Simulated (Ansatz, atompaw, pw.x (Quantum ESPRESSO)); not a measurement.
## Equation-of-state test of one PAW (atompaw) potential (H (Z = 1))

* Element: H (Z = 1)
* Generator: atompaw 4.2.0.5
* Type: PAW
* Functional: PBE
* Relativity: scalar-relativistic
* Frozen core: none
* Valence charge: 1
* Reference configuration: 1s1
* Partial waves: 1s (bound): rc 1.50 bohr; 1s channel at -0.15 Ry: rc 1.50 bohr; 2p channel at -0.15 Ry: rc 1.50 bohr
* Local potential: bessel scheme, radius 1.25 bohr
* Core correction: none
* Augmentation charge: sinc compensation charge, radius 1.10 bohr; PAW radius 1.50 bohr; waves and projectors: custom polynom2 7 10 vanderbiltortho

Crystal test: diamond H in pw.x 7.5, no spin, 15³ k-points, Fermi–Dirac smearing 0.01 Ry, cutoffs 40/400 Ry. The reference is all-electron LAPW (Ansatz 0.2.0) with the same functional, mesh and smearing; V0 and B0 come from Birch–Murnaghan fits to the pressures at five volumes. Errors are pseudo minus all-electron; Δ is the rms difference of the E(V) curves that follow from these fits, minima aligned, over ±6 % about the mean V0. Mesh and smearing are coarse, so the numbers serve the comparison and aren't converged zero-temperature values; the lattice is a test structure that the element need not adopt.

```
V (Å³/atom)  P all-electron (GPa)  P pseudo (GPa)
      3.256                  4.83            5.79
      3.341                  2.18            3.05
      3.427                 -0.21            0.58
      3.513                 -2.36           -1.64
      3.598                 -4.29           -3.63
```

All-electron: a0 = 3.013 Å (V0 = 3.42 Å³/atom), B0 = 91.2 GPa.

Pseudopotential: mean pressure error (GPa): +0.80; a0 (Å): 3.022; a0 error (%): +0.29; B0 error (%): +0.4; Δ (meV/atom): 0.6. The largest radius (1.50 bohr) exceeds half the bond length (1.23 bohr), so the spheres overlap, which is one possible source of error among others.

Task: At the middle volume, how do free energy and pressure move when the wave cutoff is lowered (ecutrho held at 400 Ry)?

Result:

```
cutoff (Ry)  shift of F (meV/atom)  shift of P (GPa)
         18                   +1.6             -0.47
         24                   +0.0             -0.01
         32                   +0.0             +0.00
```

Input at the middle volume:

```
&control
  calculation='scf', prefix='x', pseudo_dir='./', outdir='./tmp', tstress=.true., disk_io='none'
/
&system
  ibrav=0, nat=2, ntyp=1, ecutwfc=40, ecutrho=400, nbnd=8,
  occupations='smearing', smearing='fd', degauss=0.01
/
&electrons
  conv_thr=1e-09, mixing_beta=0.4, electron_maxstep=70
/
ATOMIC_SPECIES
H 1.0 H.UPF
CELL_PARAMETERS angstrom
  0.00000000 1.50766447 1.50766447
  1.50766447 0.00000000 1.50766447
  1.50766447 1.50766447 0.00000000
ATOMIC_POSITIONS crystal
H 0.0000 0.0000 0.0000
H 0.2500 0.2500 0.2500
K_POINTS automatic
15 15 15 0 0 0
```

```bash
pw.x < H.scf.in > H.scf.out
```

Lines of the output:

```
Message from routine setup:
     using ibrav=0 with symmetry is DISCOURAGED, use correct ibrav instead
     lattice parameter (alat)  =       4.0292  a.u.
     unit-cell volume          =      46.2531 (a.u.)^3
     number of electrons       =         2.00
     number of Kohn-Sham states=            8
     kinetic-energy cutoff     =      40.0000  Ry
     charge density cutoff     =     400.0000  Ry
     scf convergence threshold =      1.0E-09
     Exchange-correlation= SLA PW PBX PBC
     number of k points=   120  Fermi-Dirac smearing, width (Ry)=  0.0100
     iteration #  1     ecut=    40.00 Ry     beta= 0.40
     total energy              =      -2.21810490 Ry
     estimated scf accuracy    <       0.00530937 Ry
     iteration #  2     ecut=    40.00 Ry     beta= 0.40
     total energy              =      -2.21856039 Ry
     estimated scf accuracy    <       0.00190065 Ry
     iteration #  3     ecut=    40.00 Ry     beta= 0.40
     total energy              =      -2.21858131 Ry
     estimated scf accuracy    <       0.00000134 Ry
     iteration #  4     ecut=    40.00 Ry     beta= 0.40
     total energy              =      -2.21859259 Ry
     estimated scf accuracy    <       0.00000966 Ry
     iteration #  5     ecut=    40.00 Ry     beta= 0.40
     total energy              =      -2.21859359 Ry
     estimated scf accuracy    <          1.2E-09 Ry
     iteration #  6     ecut=    40.00 Ry     beta= 0.40
     total energy              =      -2.21859364 Ry
     estimated scf accuracy    <       0.00000003 Ry
     iteration #  7     ecut=    40.00 Ry     beta= 0.40
     the Fermi energy is     2.5808 ev
!    total energy              =      -2.21859364 Ry
     estimated scf accuracy    <          2.0E-12 Ry
     smearing contrib. (-TS)   =      -0.00031944 Ry
     convergence has been achieved in   7 iterations
          total   stress  (Ry/bohr**3)                   (kbar)     P=        5.84
     Message from routine punch:
     Nothing written, as per user request (disk_io='none')
```

The run at the middle volume (120 k-points, 7 iterations) took about 3.4 s on one core of a shared host (Intel(R) Xeon(R) CPU @ 2.60GHz, 96 threads, 756 GiB, load 11).
